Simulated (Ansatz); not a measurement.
Wires are cut from relaxed bulk FeO (Fm-3m, 10.00 Å³/atom, gap on the mesh 0.00 eV); atoms and period are relaxed, and energies count from that bulk.

These are results of Ansatz, DFT PBE, scalar-relativistic, plane waves, PAW, not measurements.

Plane waves to 420 eV, a k mesh through Γ of 1×1×11 on the computed 20-atom cell and Gaussian smearing (0.05 eV); collinear spin from starting moments 3.79 3.79 0.35 0.35 0.35 3.79 3.79 0.35 0.35 0.35 3.79 3.79 3.79 0.35 0.35 3.79 3.79 3.79 0.35 0.35 μB.

Start ([110] wire, 20 host atoms a period):

```
CELL_PARAMETERS angstrom
16.60000 0.00000 0.00000
0.00000 15.80000 0.00000
0.00000 0.00000 3.04680
ATOMIC_POSITIONS crystal
Fe 0.54589 0.56818 0.00000
Fe 0.54589 0.29547 0.00000
O 0.27057 0.56818 0.50000
O 0.63766 0.56818 0.50000
O 0.63766 0.29547 0.50000
Fe 0.45411 0.70453 0.50000
Fe 0.45411 0.43182 0.50000
O 0.36234 0.70453 0.00000
O 0.36234 0.43182 0.00000
O 0.72943 0.43182 0.00000
Fe 0.27057 0.43182 0.50000
Fe 0.63766 0.70453 0.50000
Fe 0.63766 0.43182 0.50000
O 0.54589 0.70453 0.00000
O 0.54589 0.43182 0.00000
Fe 0.36234 0.56818 0.00000
Fe 0.36234 0.29547 0.00000
Fe 0.72943 0.56818 0.00000
O 0.45411 0.56818 0.50000
O 0.45411 0.29547 0.50000
```

Task: What does the relaxation give?

Result: The free energy falls by 249 meV/atom.

- excess energy (eV per host atom): 0.261
- line energy (eV/Å): 1.770
- period (Å): 2.948
- gap on the mesh (eV): 0
- size of the moment (μB per cell): 38.87

Relaxed structure:
```
CELL_PARAMETERS angstrom
16.60000 0.00000 0.00000
0.00000 15.80000 0.00000
0.00000 0.00000 2.94751
ATOMIC_POSITIONS crystal
Fe 0.55829 0.55826 0.00000
Fe 0.54831 0.31262 0.00000
O 0.24365 0.55794 0.50000
O 0.64052 0.51635 0.50000
O 0.62556 0.30842 0.50000
Fe 0.45169 0.68738 0.50000
Fe 0.44171 0.44174 0.50000
O 0.37444 0.69158 0.00000
O 0.35948 0.48365 0.00000
O 0.75635 0.44206 0.00000
Fe 0.29028 0.43228 0.50000
Fe 0.62691 0.67731 0.50000
Fe 0.69831 0.40131 0.50000
O 0.54849 0.70566 0.00000
O 0.51963 0.43119 0.00000
Fe 0.30169 0.59869 0.00000
Fe 0.37309 0.32269 0.00000
Fe 0.70972 0.56772 0.00000
O 0.48037 0.56881 0.50000
O 0.45151 0.29434 0.50000
```

Moments started parallel, and an antiferromagnetic order may lie lower.

Each run keeps its start's symmetry and one magnetic start, so lower states can exist.

The run took 31 min on 4 threads of Intel(R) Xeon(R) Platinum 8488C (Sapphire Rapids), with other jobs on the host, peak memory 3.3 GiB.